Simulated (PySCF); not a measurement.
Species: phenylacetylene, C₈H₆.
SMILES with atom numbers: `[CH:1]#[C:2][c:3]1[cH:4][cH:5][cH:6][cH:7][cH:8]1` (hydrogens: H9 on C1; H10 on C4; H11 on C5; H12 on C6; H13 on C7; H14 on C8)

The same species was optimised twice, with GFN2-xTB and with PBE0-D3(BJ)/def2-SVP (PySCF), and the same property calculations (PySCF, gas phase) were run on both structures.

```tsv
coordinate	GFN2-xTB	PBE0-D3(BJ)/def2-SVP	change
C2–C3 (Å)	1.416	1.429	+0.013
C1≡C2 (Å)	1.200	1.213	+0.013
C3–C4 (Å)	1.395	1.405	+0.010
C3–C8 (Å)	1.395	1.405	+0.010
C7–C8 (Å)	1.382	1.391	+0.009
C6–C7 (Å)	1.386	1.395	+0.009
C4–C5 (Å)	1.382	1.391	+0.009
C5–C6 (Å)	1.386	1.395	+0.009
C4–C3–C8 (°)	119.6	119.1	-0.5
C3–C8–C7 (°)	119.9	120.3	+0.4
C3–C4–C5 (°)	119.9	120.3	+0.4
C2–C3–C8 (°)	120.1	120.5	+0.4
C2–C3–C4 (°)	120.2	120.5	+0.3
C5–C6–C7 (°)	120.0	119.9	-0.1
C1–C2–C3 (°)	179.9	180.0	+0.1
C6–C7–C8 (°)	120.3	120.2	-0.1
```

Rotational constants: A = 5752, B = 1557, C = 1225 MHz (GFN2-xTB) against A = 5685, B = 1526, C = 1203 MHz (PBE0-D3(BJ)/def2-SVP). Point groups within 0.08 Å: C2v and C2v.

On the GFN2-xTB structure: HOMO (eV) -6.93 [PBE0/pcSseg-1]; LUMO (eV) -1.02 [PBE0/pcSseg-1]; dipole (D) 0.69 [PBE0/pcSseg-1]; GIAO shielding of C1 (ppm) 99.6 [PBE0/pcSseg-1]; GIAO shielding of C2 (ppm) 97.7 [PBE0/pcSseg-1]; GIAO shielding of C3 (ppm) 60.0 [PBE0/pcSseg-1]; GIAO shielding of C4/C8 (mean) (ppm) 47.3 [PBE0/pcSseg-1]; GIAO shielding of C5/C7 (mean) (ppm) 53.2 [PBE0/pcSseg-1]; GIAO shielding of C6 (ppm) 52.9 [PBE0/pcSseg-1].

Question: What do these properties become on the PBE0-D3(BJ)/def2-SVP structure?

Answer: 
| property | level | on GFN2-xTB | on PBE0-D3(BJ)/def2-SVP | change |
| --- | --- | --- | --- | --- |
| HOMO (eV) | PBE0/pcSseg-1 | -6.93 | -6.92 | +0.01 |
| LUMO (eV) | PBE0/pcSseg-1 | -1.02 | -1.09 | -0.07 |
| dipole (D) | PBE0/pcSseg-1 | 0.69 | 0.66 | -0.03 |
| energy, GFN2-xTB geometry as zero (kcal/mol) | PBE0/pcSseg-1 | 0.0 | -0.2 | -0.2 |
| GIAO shielding of C1 (ppm) | PBE0/pcSseg-1 | 99.6 | 97.4 | -2.2 |
| GIAO shielding of C2 (ppm) | PBE0/pcSseg-1 | 97.7 | 97.3 | -0.4 |
| GIAO shielding of C3 (ppm) | PBE0/pcSseg-1 | 60.0 | 57.0 | -3.0 |
| GIAO shielding of C4/C8 (mean) (ppm) | PBE0/pcSseg-1 | 47.3 | 44.7 | -2.6 |
| GIAO shielding of C5/C7 (mean) (ppm) | PBE0/pcSseg-1 | 53.2 | 51.0 | -2.2 |
| GIAO shielding of C6 (ppm) | PBE0/pcSseg-1 | 52.9 | 50.4 | -2.5 |

The heavy atoms differ by 0.018 Å rms after alignment. Among bonds between heavy atoms C1≡C2 and C2–C3 change most and about equally (+0.013 Å). Changes are differences of the printed values. Neither structure is proved a minimum here.
